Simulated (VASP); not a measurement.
Set up this calculation in VASP 6.6.1, as the native input.

| Quantity | Value |
| --- | --- |
| Task | band structure |
| Functional | r2SCAN |
| Potentials or basis | VASP PAW PBE potentials, release 64 (Se, Zr_sv) |
| Cutoff | 520 eV |
| k mesh | 9 × 9 × 1 |
| Occupations | gaussian, width 0.03 eV |
| Spin | no spin polarisation |
| Dipole correction | yes |
| Further INCAR settings | ALGO = All; EDIFF = 1e-06; NBANDS = 46 |

The structure of ZrSe2 lies in POSCAR:

```
ZrSe2                                   
1.0
    3.7445162178      0.0000000000      0.0000000000
   -1.8722581089      3.2428461661      0.0000000000
    0.0000000000      0.0000000000     33.4800000000
  Se              Zr            
     6     3
Direct
     0.6666666699999979    0.3333333300000021    0.2712238193367430
     0.3333333300000021    0.6666666699999979    0.3666923994899987
     0.6666666699999979    0.3333333300000021    0.4523173943975637
     0.3333333300000021    0.6666666699999979    0.5476826056024363
     0.6666666699999979    0.3333333300000021    0.6333076005100013
     0.3333333300000021    0.6666666699999979    0.7287761806632571
     0.0000000000000000    0.0000000000000000    0.3190118459504960
     0.0000000000000000    0.0000000000000000    0.5000000000000000
     0.0000000000000000    0.0000000000000000    0.6809881540495041
```

The input as run:

INCAR

```
ALGO = All
AMIN = 0.01
DIPOL = 0.5 0.5 0.500
EDIFF = 1E-6
ENCUT = 520
IDIPOL = 3
ISIF = 2
ISMEAR = 0
KPAR = 4
LASPH = T
LCHARG = F
LDIPOL = T
LMAXMIX = 4
LMIXTAU = T
LREAL = F
LVACPOTAV = T
LVHAR = T
LWAVE = F
METAGGA = R2SCAN
NBANDS = 46
NELM = 120
PREC = Accurate
SIGMA = 0.03
```

KPOINTS

```
k-points
0
Gamma
  9 9 1
```

KPOINTS_OPT

```
explicit points
67
Reciprocal
 0.0000000000  0.0000000000  0.0000000000 1
 0.0357142900  0.0000000000  0.0000000000 1
 0.0714285700  0.0000000000  0.0000000000 1
 0.1071428600  0.0000000000  0.0000000000 1
 0.1428571400  0.0000000000  0.0000000000 1
 0.1785714300  0.0000000000  0.0000000000 1
 0.2142857100  0.0000000000  0.0000000000 1
 0.2500000000  0.0000000000  0.0000000000 1
 0.2857142900  0.0000000000  0.0000000000 1
 0.3214285700  0.0000000000  0.0000000000 1
 0.3571428600  0.0000000000  0.0000000000 1
 0.3928571400  0.0000000000  0.0000000000 1
 0.4285714300  0.0000000000  0.0000000000 1
 0.4642857100  0.0000000000  0.0000000000 1
 0.5000000000  0.0000000000  0.0000000000 1
 0.4791666700  0.0416666700  0.0000000000 1
 0.4583333300  0.0833333300  0.0000000000 1
 0.4375000000  0.1250000000  0.0000000000 1
 0.4166666700  0.1666666700  0.0000000000 1
 0.3958333300  0.2083333300  0.0000000000 1
 0.3750000000  0.2500000000  0.0000000000 1
 0.3541666700  0.2916666700  0.0000000000 1
 0.3333333300  0.3333333300  0.0000000000 1
 0.3137254900  0.3137254900  0.0000000000 1
 0.2941176500  0.2941176500  0.0000000000 1
 0.2745098000  0.2745098000  0.0000000000 1
 0.2549019600  0.2549019600  0.0000000000 1
 0.2352941200  0.2352941200  0.0000000000 1
 0.2156862700  0.2156862700  0.0000000000 1
 0.1960784300  0.1960784300  0.0000000000 1
 0.1764705900  0.1764705900  0.0000000000 1
 0.1568627500  0.1568627500  0.0000000000 1
 0.1372549000  0.1372549000  0.0000000000 1
 0.1176470600  0.1176470600  0.0000000000 1
 0.0980392200  0.0980392200  0.0000000000 1
 0.0784313700  0.0784313700  0.0000000000 1
 0.0588235300  0.0588235300  0.0000000000 1
 0.0392156900  0.0392156900  0.0000000000 1
 0.0196078400  0.0196078400  0.0000000000 1
 0.0000000000  0.0000000000  0.0000000000 1
 0.0000000000  0.0000000000  0.0000000000 1
 0.0072536500 -0.0036268200  0.0000000000 1
-0.0072536500  0.0036268200  0.0000000000 1
 0.0211564700 -0.0105782300  0.0000000000 1
-0.0211564700  0.0105782300  0.0000000000 1
 0.0000000000  0.0062818400  0.0000000000 1
-0.0000000000 -0.0062818400  0.0000000000 1
 0.0000000000  0.0183220400  0.0000000000 1
-0.0000000000 -0.0183220400  0.0000000000 1
 0.5000000000  0.0000000000  0.0000000000 1
 0.5072536500 -0.0036268200  0.0000000000 1
 0.4927463500  0.0036268200  0.0000000000 1
 0.5211564700 -0.0105782300  0.0000000000 1
 0.4788435300  0.0105782300  0.0000000000 1
 0.5000000000  0.0062818400  0.0000000000 1
 0.5000000000 -0.0062818400  0.0000000000 1
 0.5000000000  0.0183220400  0.0000000000 1
 0.5000000000 -0.0183220400  0.0000000000 1
 0.3333333300  0.3333333300  0.0000000000 1
 0.3405869800  0.3297065100  0.0000000000 1
 0.3260796800  0.3369601500  0.0000000000 1
 0.3544898000  0.3227551000  0.0000000000 1
 0.3121768600  0.3439115600  0.0000000000 1
 0.3333333300  0.3396151700  0.0000000000 1
 0.3333333300  0.3270514900  0.0000000000 1
 0.3333333300  0.3516553700  0.0000000000 1
 0.3333333300  0.3150112900  0.0000000000 1
```

Potentials or basis: VASP PAW PBE potentials, release 64 (Se, Zr_sv).

Run with:

```bash
$ cat potpaw_PBE.64/Se/POTCAR potpaw_PBE.64/Zr_sv/POTCAR > POTCAR
$ mpirun -np 4 vasp_std > vasp.out
```

Results of the run:

```yaml
Largest_force: 0.221 eV/Å
Band_gap_on_the_k_mesh: 0.56 eV, indirect (least direct gap 1.34 eV)
Band_gap_along_the_path: 0.53 eV, indirect (least direct gap 1.34 eV)
Ionisation_potential_of_the_upper_face: 5.83 eV
```

Caveat: the PAW data sets were made with another functional, which shifts forces and pressure a little.

Run time: 18 min on 4 MPI ranks on Intel(R) Xeon(R) Platinum 8488C (Sapphire Rapids), on a shared host, peak memory 0.78 GiB a rank.
